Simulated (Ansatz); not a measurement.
The system is Ca.

```
CELL_PARAMETERS angstrom
1.97128 -3.39549 0.00000
1.97128 3.39549 0.00000
0.00000 0.00000 6.50911
ATOMIC_POSITIONS crystal
Ca 0.16441 0.83559 0.75000
Ca 0.83559 0.16441 0.25000
```

This isn't the form of Ca at room conditions, which is fcc.

| Property | Result |
| --- | --- |
| Program | Ansatz 0.2.0 |
| Task | single point |
| Functional | PBE |
| Potentials or basis | Ansatz PAW |
| Cutoff | 420 eV (not typed: the program's choice for these potentials) |
| k mesh | 8 × 8 × 4 |
| Occupations | fermi-dirac, width 0.05 eV |
| Spin | no spin polarisation |

On this cell: pressure -0.5 GPa; largest force 0.016 eV/Å; band gap on the k mesh none (metal or under the smearing width).

The same run follows on a disturbed copy (atoms moved at random, drawn with an rms of 0.05 Å):

```
CELL_PARAMETERS angstrom
1.97128 -3.39549 0.00000
1.97128 3.39549 0.00000
0.00000 0.00000 6.50911
ATOMIC_POSITIONS crystal
Ca 0.16080 0.84738 0.74755
Ca 0.83554 0.17010 0.25393
```

**Question.** What does the disturbed cell give?

**Answer.** The energy (extrapolated to zero smearing) moves by +1.0 meV/atom; pressure -0.5 GPa; largest force 0.066 eV/Å; band gap on the k mesh none (metal or under the smearing width).

Forces on the atoms (eV/Å):
```
Ca  -0.002 -0.029  0.060
Ca   0.002  0.029 -0.060
```

Stress tensor (GPa, compression positive):
```
-0.61 -0.01  0.00
-0.01 -0.25 -0.01
 0.00 -0.01 -0.49
```
